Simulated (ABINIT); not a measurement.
Runs of ABINIT 10.8.3 (patched build) on KMgF3. It takes space group Pm-3m (No. 221, cubic). Conventional cell: a = 3.986 Å, b = 3.986 Å, c = 3.986 Å, α = 90.00°, β = 90.00°, γ = 90.00°. Around K (site symmetry m-3m) lie 12 F at 2.82 Å. Around Mg (site symmetry m-3m) lie 6 F at 1.99 Å. F (site symmetry 4/mmm) is surrounded by 2 Mg at 1.99 Å. 

```csv
task,potentials or basis,cell,k mesh,cutoff (eV),smearing,bands in the sums,one-shot functional,cutoff smearing ecutsm (Ha),fine-grid cutoff,cell freedom (optcell),gap on the mesh (eV),pressure (GPa)
single point,PseudoDojo NC SR LDA v0.4.1 standard,as given,5 × 5 × 5,1088,fermi-dirac 0.05 eV,-,-,-,-,-,7.06,-4.7
one-shot levels of the hybrid HSE03,PseudoDojo NC SR LDA v0.4.1 standard,as given,4 × 4 × 4,1088,fixed,28,HSE03,-,-,-,7.00,-
positron lifetime,JTH PAW LDA v2.0,cell relaxed at zero pressure by an earlier run,5 × 5 × 5,626,fermi-dirac 0.05 eV,-,-,0.5,1224.51 eV,-,7.44,(a)
relaxation of cell and atoms,JTH PAW LDA v2.0,relaxed,5 × 5 × 5,626,fermi-dirac 0.05 eV,-,-,0.5,1224.51 eV,2,7.44,0.0
```

Alike in all rows: level LDA; no spin polarisation.

**Question.** Fill in the values left out.

**Answer.** (a) -0.1.

Caveats: an odd mesh through Γ misses points on the zone boundary, where band edges often lie (some runs); Libxc's HSE differs a little from that of other programs (some runs); this build's HSE levels may be imprecise (some runs); the PAW basis is incomplete for the positron (some runs).
